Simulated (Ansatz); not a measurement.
# Al (Al, beta-Sn type): the cost of one run

Program: Ansatz 0.2.0. Level of theory: DFT RPBE, plane waves (420 eV) with PAW, scalar-relativistic; PBE-made PAW files. These are calculated values, not measurements.

**1. The starting structure**

Symmetry: I4_1/amd, No. 141, tetragonal system. Conventional cell: a = 5.036 Å, b = 5.036 Å, c = 2.750 Å, α = 90.00°, β = 90.00°, γ = 90.00°. Around Al (site symmetry -4m2) lie 6 Al at 2.61 to 2.75 Å.

Structure file:

```
CELL_PARAMETERS angstrom
-2.51794 2.51794 1.37480
2.51794 -2.51794 1.37480
2.51794 2.51794 -1.37480
ATOMIC_POSITIONS crystal
Al 0.00000 0.00000 0.00000
Al 0.75000 0.25000 0.50000
```

**2. Relaxation of the cell**

File input.yaml:

```yaml
crystal:
  lattice:
    - [-2.517940941, 2.517940941, 1.3747957538]
    - [2.517940941, -2.517940941, 1.3747957538]
    - [2.517940941, 2.517940941, -1.3747957538]
  atoms:
    - { symbol: Al, position: [0.0, 0.0, 0.0] }
    - { symbol: Al, position: [0.75, 0.25, 0.5] }
hamiltonian:
  xc: rpbe
  pseudopotentials:
    kind: paw
    azcp:
      Al: "pseudopotentials/Al.paw.azcp"
basis:
  ecutwfc: 420
  fft_grid_basis: typed
kpoints:
  mp_grid: { grid: [13, 13, 9], shift: [0, 0, 0] }
magnetization:
  spin_polarized: false
scf:
  occupations: { method: fermi_dirac, width: 0.1 }
relax:
  max_steps: 60
  f_tol: 0.01
  cell: {}
```

Q: Estimate wall time and peak memory on 2 threads of Arm Neoverse V1, shared host.

About 60 s, with a peak of 0.42 GiB.
